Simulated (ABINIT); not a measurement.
Crystal: I.

```
I
1.0
     0.00000    2.36560    3.90984
     2.19225    0.00000    3.90984
     2.19225    2.36560    0.00000
I
1
Cartesian
  0.0000 0.0000 0.0000
```

Base run:

| Quantity | Value |
| --- | --- |
| Program | ABINIT 10.8.3 (patched build) |
| Functional | PW91 |
| Potentials or basis | JTH PAW PBE v2.0 |
| Cutoff | 408 eV |
| k mesh | 9 × 9 × 9 |
| Occupations | fermi-dirac, width 0.05 eV |
| Spin | no spin polarisation |

Its results: band gap on the k mesh none (metal or under the smearing width); pressure 0.4 GPa.

Task: After a change of settings the same cell gave: band gap on the k mesh none (metal or under the smearing width); pressure -1.4 GPa. Which change was it?
A. functional from PW91 to PBEsol; potentials or basis from JTH PAW PBE v2.0 to PseudoDojo NC SR PBEsol v0.4.1 standard; cutoff from 408 eV to 952 eV
B. functional from PW91 to LDA; potentials or basis from JTH PAW PBE v2.0 to JTH PAW LDA v2.0
C. functional from PW91 to BLYP

Result: A.

Caveats: spin-orbit coupling is left out, which moves the levels of the heavy elements; an odd number of electrons without spin polarisation forces a metal; a magnetic or distorted state may lie lower; the PAW data sets were made with another functional, which shifts forces and pressure a little (some runs).

Runs at the PBE level aren't shown here.
